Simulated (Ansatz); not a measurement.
**Kick test of a cell of MgO**

The cell was found from a structure generator's guess, not taken from experiment.

Level of theory: Ansatz 0.2.0, DFT PBE, scalar-relativistic, plane waves, PAW. Cutoff 420 eV; k points 8×8×8 on the computed 2-atom cell (Γ-centred); Gaussian smearing, width 0.02 eV; no spin polarisation.

The cell below (2 atoms, space group F-43m (No. 216)) is relaxed within its symmetry.

```
CELL_PARAMETERS angstrom
0.00000 2.30616 2.30616
2.30616 0.00000 2.30616
2.30616 2.30616 0.00000
ATOMIC_POSITIONS crystal
Mg 0.50000 0.50000 0.50000
O 0.25000 0.25000 0.25000
```

For the test a repeat of it with 4 atoms (edges 3.26, 3.26, 5.65 Å) was strained at random (σ = 1.5 % a component), the atoms were moved at random (σ = 0.15 Å), and all was relaxed again on a coarse 6×6×6 mesh (in the run’s order of axes) with 0.10 eV smearing, with no symmetry imposed.

**Question.** What happens?

**Answer.** It returns, within 1 meV/atom of the unmoved cell on that mesh and with the same symmetry when read at 0.1 Å. So it is stable against the distortions that fit this cell and that this random move excites. Modes that don't fit the cell aren't tested.
